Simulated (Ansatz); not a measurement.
## Bi2Se3: reading a single point

```
Bi Se
1.0
     0.00000    3.99270    0.00000
     7.12436   -1.99635    0.00000
     0.87884    0.00000   -9.77019
Bi Se
4 6
Direct
  0.61211 0.22422 0.55831
  0.38789 0.77578 0.44169
  0.20338 0.40676 0.85871
  0.79662 0.59324 0.14129
  0.02929 0.05858 0.71286
  0.97071 0.94142 0.28714
  0.77848 0.55696 0.66021
  0.22152 0.44304 0.33979
  0.37395 0.74790 0.96470
  0.62605 0.25210 0.03530
```

Single point in Ansatz 0.2.0 with r2SCAN, no spin polarisation. Cutoff 500 eV, PAW datasets, 7×7×3 Γ-centred k mesh, fermi-dirac filling (width 0.1 eV).

- Formation energy: -0.33 eV an atom against the elements' usual phases (free molecules for gases, crystals otherwise, with no correction for O₂ or N₂), so it is bound against them; other compounds may still compete. Relaxing would lower it.
- Stress: The pressure is 6.7 GPa (compression positive), so with the atoms held at these fractions the cell would first expand; the forces are large, so a full relaxation may end otherwise. The principal stresses 5.6, 6.9, 7.5 GPa differ, so its shape would change too.
- Contacts: Bi–Se at 2.65 Å: least valence density 0.47 e/Å³ and ELF 0.54 there. These are pseudo-fields; inside the PAW spheres they differ from the all-electron ones.
- Electronic structure: The gap is 1.20 eV, direct at the points sampled. A semilocal functional usually gives too small a gap.
- Band edges: Within 0.7 eV of the edges, the states project mainly on Se p (79 %) and Bi s (12 %) below the gap and on Bi p (52 %) and Se p (33 %) above it.
- Charges: Bader charges in e: Bi +0.99 to +1.14, Se -0.75 to -0.68. In the mean Bi gives up most and Se takes most.
- Forces: The largest is on Bi1 (and as large on other atoms): 1.02 eV/Å, components (-0.07, 0.00, 1.01). It makes 116° with the line to a nearest neighbour, Se7 at 2.65 Å.

Origin: a known structure type with other elements, at an estimated volume, so it need not be a known compound. Caveats: no spin-orbit coupling, which can shift this gap by tenths of an eV.
